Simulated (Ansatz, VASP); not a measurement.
Ag: VASP beside Ansatz

The input INCAR:

```
PREC = Accurate
ENCUT = 600
EDIFF = 1E-6
ISMEAR = 0
SIGMA = 0.1
LREAL = False
LASPH = True
NELM = 100
ALGO = Normal
ISIF = 3
LWAVE = False
LCHARG = False
GGA = PE
IBRION = 2
NSW = 100
EDIFFG = -0.005
```

Contents of KPOINTS:

```
Automatic mesh
0
Gamma
  18 18 6
```

Contents of POSCAR:

```
Ag
1.0
    2.9111314733      0.0000000000      0.0000000000
   -1.4555657366      2.5211138096      0.0000000000
    0.0000000000      0.0000000000      9.4637087400
Ag
4
Direct
    0.0000000000      0.0000000000      0.0000000000
    0.0000000000      0.0000000000      0.5000000000
    0.3333333300      0.6666666700      0.2500000000
    0.6666666700      0.3333333300      0.7500000000
```

Input for Ansatz:

```yaml
crystal:
  lattice:
    - [2.9111314733, 0.0, 0.0]
    - [-1.4555657366, 2.5211138096, 0.0]
    - [0.0, 0.0, 9.46370874]
  atoms:
    - { symbol: Ag, position: [0.0, 0.0, 0.0] }
    - { symbol: Ag, position: [0.0, 0.0, 0.5] }
    - { symbol: Ag, position: [0.33333333, 0.66666667, 0.25] }
    - { symbol: Ag, position: [0.66666667, 0.33333333, 0.75] }
basis:
  ecutwfc: 420
kpoints:
  mp_grid: { grid: [18, 18, 6] }
hamiltonian:
  xc: pbe
scf:
  occupations: { method: gaussian, width: 0.1 }
output:
  forces: true
  stress: true
  eigenvalues: true
relax:
  adjacent_minimum: "off"
  f_tol: 0.005
  max_steps: 80
  cell: { stress_tol: 0.05 }
```

This isn't the form of Ag at room conditions, which is fcc.

Alike in both runs: task relaxation of cell and atoms; functional PBE; k mesh 18 × 18 × 6; occupations gaussian, width 0.1 eV; no spin polarisation.

|  | VASP | Ansatz |
| --- | --- | --- |
| version | VASP 6.6.1 | Ansatz 0.2.0 |
| potentials or method | VASP PAW PBE potentials, release 64 (Ag) | scalar-relativistic, plane waves, PAW |
| plane-wave cutoff (eV) | 600 | 420 |
| valence electrons in the cell | 44 | 76 |

```csv
,VASP,Ansatz,Ansatz less VASP
"gap on the k mesh at the Fermi level, each at its own relaxed structure (eV)",none,none,-
relaxed volume (Å³/atom),17.84,17.86,+0.019
relaxed cell length with the largest relative difference (Å),2.933,2.934,+0.0014
energy change over the relaxation (meV/atom),-4,-4,-0.5
```

A gap of «none» marks a metal or a gap that the smearing closes. The two sets of potentials don't hold the same shells in valence.
